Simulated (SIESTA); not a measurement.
# Al2Cu under changes of volume

One of the cells (16.242 Å³/atom); the others are scaled copies at fixed shape and fractional positions:

```
Cu Al
1.0
     4.10518    0.00000    0.00000
     0.00000    4.10518    0.00000
     0.00000    0.00000    2.89131
Cu Al
1 2
Cartesian
  0.0000 0.0000 0.0000
  0.0000 2.0526 1.4457
  2.0526 0.0000 1.4457
```

The cell comes from a database or a generator and needn't be the stable form of this composition.

```yaml
Program: SIESTA 5.4.2
Functional: LDA
Potentials_or_basis: PseudoDojo 0.4 standard (LDA files)
Basis: DZP (energy shift 0.003 Ry; two zetas on semicore shells)
Grid_cutoff: 800 Ry
Energy_shift: 0.003 Ry
k_mesh: 7 × 7 × 9
Occupations: fermi-dirac, width 0.05 eV
Spin: no spin polarisation
```

```tsv
volume (Å³/atom)	energy over the lowest point (meV/atom)	pressure (GPa)
15.267	0.00	0.4
15.592	1.42	-1.7
15.917	6.88	-3.6
16.242	16.00	-5.3
16.567	28.27	-6.8
16.892	43.42	-8.1
17.216	?	?
```

Problem. What does the run at 17.216 Å³/atom give?

Solution. Energy over the lowest point 61.07 meV/atom; pressure -9.2 GPa.

Worked out: A Birch-Murnaghan fit of order 3 (a polynomial in V^(-2/3)) to the other rows has its minimum at 15.32 Å³/atom with B0 = V·E''(V) = 104 GPa and B' = 4.6 at fixed shape and positions, which overstates the stiffness. It gives 61.02 meV/atom at 17.216 Å³/atom, against the run's 61.07, and -dE/dV = -9.3 GPa, against -9.2.

Energies are extrapolated to zero smearing.

Caveats: short orbitals over semicore shells can move pressures by several GPa; the basis of atomic orbitals isn't converged, which shifts pressures, moduli and gaps.
